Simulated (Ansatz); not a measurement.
A decomposition energy, worked out: Sn4Se

Computed with DFT PBE, scalar-relativistic, plane waves, PAW (Ansatz). Settings: cutoff 420 eV, Γ-centred meshes spaced at most about 0.3 Å⁻¹, and about 0.25 Å⁻¹ or finer for metals (2π included), Gaussian smearing. No spin polarisation.

Energies over the elements count from the elements' standard structures at the same level, with no fitted energy shifts. The references include grey tin.

All energies are static (0 K, no zero-point motion). No dispersion correction is applied, so the spacing and binding between layers, chains or molecules are poorly described (SnSe Pnma). The reference form of Se is held partly by dispersion forces, which this level lacks.

A trial structure of Sn4Se (reached from: random cell; relaxed: space group F-43m (No. 216), a = 8.741 Å) has a formation energy of 0.330 eV/atom. At its composition the lowest mixture among the elements and 2 reference phases computed alike (others may be missing) consists of these:

| phase | source | ΔE_f (eV/atom) |
| --- | --- | --- |
| Sn (solid) | element | 0.000 |
| SnSe (Pnma) | Materials Project | -0.438 |

Question: Write the balanced decomposition and find its energy per atom, per formula unit and per mole of formula units.

Answer: Balancing Sn and Se gives Sn4Se → 3 Sn + SnSe. The left side holds 5 atoms, and the products take 3/5 (Sn) and 2/5 (SnSe) of them. The mixture therefore lies at 3/5 × (0.000) + 2/5 × (-0.438) = -0.175 eV/atom. The reaction energy is -0.175 − (0.330) = -0.505 eV/atom. Times 5 atoms that is -2.525 eV per Sn4Se, and times 96.485 it is -244 kJ per mole of Sn4Se. Decomposition is downhill, so the trial structure is unstable against this mixture.
